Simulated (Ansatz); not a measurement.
## AlN: moving Al off its site

AlN, F-43m, a = 4.368 Å (as given, not relaxed at this level: 0.3 GPa). This isn't the usual stable structure of the compound. Ansatz: r2SCAN, PAW, 500 eV, Γ-centred 10×10×10 mesh on 2 atoms, Gaussian smearing 0.05 eV; no spin polarisation.

```
Al N
1.0
     0.00000    2.18399    2.18399
     2.18399    0.00000    2.18399
     2.18399    2.18399    0.00000
Al N
1 1
Direct
  0.00000 0.00000 0.00000
  0.75000 0.75000 0.75000
```

Atom 1 (Al) moves by x along the unit vector (0.707, -0.707, 0.000), with its periodic images; all else is held. y is the free energy of the cell over the start, F the force along the path summed over the moved atoms. Symmetry makes y even in x.

```tsv
x (Å)	y (meV)	F (eV/Å)
-0.200	?	?
-0.100	75.5	1.52
0.000	0.0	0.00
0.050	18.8	-0.75
0.075	42.3	-1.13
0.125	118.6	-1.92
0.150	171.7	-2.33
0.175	235.3	-2.76
```

**Question.** Fit y = c2 x² + c4 x⁴ to the energies of the other rows, give the force constant, and predict energy and force of the missing row.

**Answer.** Least squares on the rows shown. y = 7489.0 x² + 6342.5 x⁴. The force constant is 2 c2 = 15.0 eV/Å² (for all images moving together, not for a lone atom). With two atoms in a cubic cell this is the optical mode at Γ without the LO field: ω = 521.5 √(2 c2/μ) = 665 cm⁻¹ for μ = 9.22 u. The force −dy/dx at the missing row is 3.20 eV/Å (computed 3.19). At x = -0.200 the fit asked for gives 309.7 meV. The run gave 309.6 meV, so the fit is 0.1 meV too high, a small miss on the scale of the series.